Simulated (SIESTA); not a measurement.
Runs of SIESTA 5.4.2 on HfB2. Symmetry: P6/mmm, No. 191, hexagonal system. Conventional cell: a = 3.140 Å, b = 3.140 Å, c = 3.480 Å, α = 90.00°, β = 90.00°, γ = 120.00°. Hf (site symmetry 6/mmm) has 12 B at 2.51 Å as nearest neighbours. Around B (site symmetry -6m2) lie 3 B at 1.81 Å. 

```csv
task,level,potentials or basis,cell,k mesh,optimiser,force tolerance,stress tolerance (GPa),grid cutoff,energy shift,gap on the mesh (eV),pressure (GPa),V0 of scaled cells (Å³/atom),B0 (GPa)
relaxation of cell and atoms,PBE,"PseudoDojo 0.4 standard (PBE files), DZP (energy shift 0.003 Ry; two zetas on semicore shells)",relaxed,8 × 8 × 6,Broyden,0.01 eV/Å,0.05,1200 Ry,0.003 Ry,none,0.0,-,-
single point,vdW-DF,"PseudoDojo 0.4 standard (PBE files), DZP (energy shift 0.003 Ry; two zetas on semicore shells)",as given,10 × 10 × 8,-,-,-,800 Ry,0.003 Ry,none,(b),-,-
equation of state,LDA,"PseudoDojo 0.4 standard (LDA files), DZP (energy shift 0.003 Ry; two zetas on semicore shells)",as given,10 × 10 × 8,-,-,-,800 Ry,0.003 Ry,-,-,9.54,279
single point,PBE,"PseudoDojo 0.4 standard (PBE files), DZP (energy shift 0.003 Ry; two zetas on semicore shells)",as given,10 × 10 × 8,-,-,-,800 Ry,0.003 Ry,none,(a),-,-
equation of state,PBE,"PseudoDojo 0.4 standard (PBE files), DZP (energy shift 0.002 Ry)",as given,10 × 10 × 8,-,-,-,800 Ry,0.002 Ry,-,-,10.01,254
```

Alike in all rows: no spin polarisation; smearing fermi-dirac 0.05 eV.

Q: Fill in the values left out.

A: (a) 2.6; (b) 7.7.

Caveats: the basis of atomic orbitals isn't converged, which shifts pressures, moduli and gaps; short orbitals over semicore shells can move pressures by several GPa (some runs); the cell was scaled at fixed shape and fractional positions, which overstates the stiffness of a crystal with free parameters, most of all of layers and chains (some runs); the potentials were made for another functional, which shifts forces and pressure (some runs); semicore shells carry a single zeta, which can move pressures by several GPa and volumes by a few percent (some runs).

A k mesh can miss the band edges, and the runs leave out spin-orbit coupling on Hf.

A gap of «none» marks a metal or a gap under the smearing width.

Not every run made on this cell is shown here.
